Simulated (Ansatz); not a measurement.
# Ga₂O₃ at a changed volume: Field gradients at the nuclei

The cell is an entry of the Crystallography Open Database (COD), relaxed with PBE at fixed cell and then changed (volume scaled by 0.98, ions relaxed).

```cif
data_Ga2O3
_symmetry_space_group_name_H-M 'C2/m'
_symmetry_Int_Tables_number 12
_cell_length_a 12.1320
_cell_length_b 3.0167
_cell_length_c 5.7592
_cell_angle_alpha 90.000
_cell_angle_beta 103.830
_cell_angle_gamma 90.000
loop_
_atom_site_label
_atom_site_type_symbol
_atom_site_symmetry_multiplicity
_atom_site_Wyckoff_symbol
_atom_site_fract_x
_atom_site_fract_y
_atom_site_fract_z
Ga1 Ga 4 i 0.0918 0.0000 0.7958
Ga3 Ga 4 i 0.6597 0.0000 0.3125
O5 O 4 i 0.1713 0.0000 0.1084
O7 O 4 i 0.1716 0.0000 0.5586
O9 O 4 i 0.4969 0.0000 0.2524
```

One atom of each set is listed; the run and its k-mesh use a cell of 10 atoms with edges of 6.25, 6.25, 5.76 Å.

Method: Kohn–Sham DFT in Ansatz, PBE, plane waves and PAW, scalar-relativistic, 420 eV cutoff, Γ-centred 10×10×6 k-points, Fermi–Dirac smearing 0.02 eV.

Conventions: |V_zz| ≥ |V_yy| ≥ |V_xx|, η = (V_xx − V_yy)/V_zz, C_Q = eQV_zz/h.

Ga-71: I = 3/2, Q = 107.0 mb; ¹⁷O: I = 5/2, Q = -25.58 mb. Quadrupole moments are those of Pyykkö's year-2017 table.

(1) Which values are expected at the nuclei?

Answers

(1) 

```
site  atoms                               first shell  V_xx, V_yy, V_zz (10²¹ V/m²)     η  C_Q (MHz)
 Ga1      2                        4 O at 1.83–1.85 Å             0.43, 3.29, -3.72  0.77      -9.61
 Ga3      2                        6 O at 1.92–2.05 Å            -1.02, -1.46, 2.48  0.18       6.42
  O5      2  3 Ga at 1.83–1.94 Å; also 2 Ga at 3.18 Å             2.25, 5.66, -7.91  0.43       4.89
  O7      2                       4 Ga at 1.85–2.05 Å            -1.97, -2.11, 4.08  0.04      -2.52
  O9      2                       3 Ga at 1.83–1.92 Å            5.09, 5.87, -10.96  0.07       6.78
```

At O5 and O9 V_zz stands upright on the plane through its three neighbours (within 2°) in each case. At O7 V_zz points along its shortest bond, to Ga (within 5°).

At this changed cell the PBE pressure is 12 GPa.

The relaxation (4 steps) took 28 s of wall time (1.7 min of CPU time) and 1.1 GiB at its peak, on 4 threads of AMD EPYC 9R14 (Zen 4) (x86_64; 16 cores open to the job, memory cap 8.0 GiB, no GPU), a shared host with a load of 0.1 a core.
